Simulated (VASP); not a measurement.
Input of a VASP 6.6.1 run:

The input INCAR:

```
SYSTEM = PtS2
PREC     = Accurate       ! precision mode
ENCUT    = 520            ! plane-wave cutoff, eV
EDIFF    = 1E-6           ! SCF threshold, eV
ISMEAR   = 0              ! smearing method
SIGMA    = 0.03           ! smearing width, eV
LREAL    = .FALSE.        ! projectors in reciprocal space
LASPH    = .TRUE.         ! aspherical terms in the spheres
NELM     = 100            ! most SCF steps
ALGO     = Normal         ! electronic algorithm
ISIF     = 2              ! what is computed and relaxed
LWAVE    = .FALSE.        ! write WAVECAR
LCHARG   = .TRUE.         ! write CHGCAR
LDIPOL   = .TRUE.       
IDIPOL   = 3            
DIPOL    = 0.5 0.5 0.500
GGA      = PE             ! functional
LVHAR    = .TRUE.       
LVACPOTAV= .TRUE.       
KPAR     = 4
```

The input KPOINTS:

```
regular mesh
0
G
  12 12 1
  0 0 0
```

File POSCAR:

```
PtS2                                    
1.0
    3.5267304993      0.0000000000      0.0000000000
   -1.7633652496      3.0542382071      0.0000000000
    0.0000000000      0.0000000000     18.4600000000
  S               Pt            
     2     1
Direct
     0.3333330000000032    0.6666669999999968    0.4325340517476178
     0.6666669999999968    0.3333330000000032    0.5674659482523823
     0.0000000000000000    0.0000000000000000    0.5000000000000000
```

Potentials or basis: VASP PAW PBE potentials, release 64 (S, Pt).

The run is started by

```sh
$ cat potpaw_PBE.64/S/POTCAR potpaw_PBE.64/Pt/POTCAR > POTCAR
$ mpirun -np 4 vasp_std > vasp.out
```

Question: Estimate the ionisation potential of the upper face.

Answer: 6.34 eV.

Question: Predict the band gap on the k mesh.

Answer: 1.84 eV, indirect (least direct gap 2.00 eV).

Forces on the atoms (eV/Å):
```
S    0.000  0.000 -0.093
S    0.000  0.000  0.093
Pt   0.000  0.000  0.000
```

Caveat: spin-orbit coupling is left out, which moves the levels of the heavy elements. A hybrid or GW would open this gap; PBE tends to underestimate it.
